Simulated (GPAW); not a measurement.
Crystal: C.

```xyz
12
Lattice="2.5221 0.0000 0.0000 -1.2611 2.1842 0.0000 0.0000 0.0000 12.3557" Properties=species:S:1:pos:R:3 pbc="T T T"
C     1.2611    0.7281    4.3760
C     0.0000    1.4561   10.5539
C     1.2611    0.7281    1.8018
C     0.0000    1.4561    7.9797
C     1.2611    0.7281    5.9205
C     0.0000    1.4561   12.0983
C     1.2611    0.7281    0.2574
C     0.0000    1.4561    6.4352
C     0.0000    0.0000   10.0390
C     0.0000    0.0000    3.8612
C     0.0000    0.0000    8.4945
C     0.0000    0.0000    2.3167
```

This is a hexagonal form of diamond, not graphite.

Base run:

- Program: GPAW 26.7.0
- Functional: PBEsol
- Potentials or basis: PAW data sets generated in the run's folder for this functional
- Cutoff: 800 eV
- Basis: pw
- k mesh: 8 × 8 × 2
- Occupations: fermi-dirac, width 0.05 eV
- Spin: no spin polarisation

Its results: band gap on the k mesh 4.22 eV, indirect (least direct gap 5.25 eV).

Q: After a change of settings the same cell gave: band gap on the k mesh 5.15 eV, indirect (least direct gap 6.32 eV). Which change was it?
A. functional from PBEsol to r2SCAN; potentials or basis from PAW data sets generated in the run's folder for this functional to GPAW PAW data sets (gpaw-data 1.2.1)
B. functional from PBEsol to TB-mBJ; potentials or basis from PAW data sets generated in the run's folder for this functional to GPAW PAW data sets for LDA (gpaw-data 1.2.1)
C. functional from PBEsol to PBE; potentials or basis from PAW data sets generated in the run's folder for this functional to GPAW PAW data sets (gpaw-data 1.2.1)

A: B.

Caveats: a model potential gives levels but no total energy (some runs).
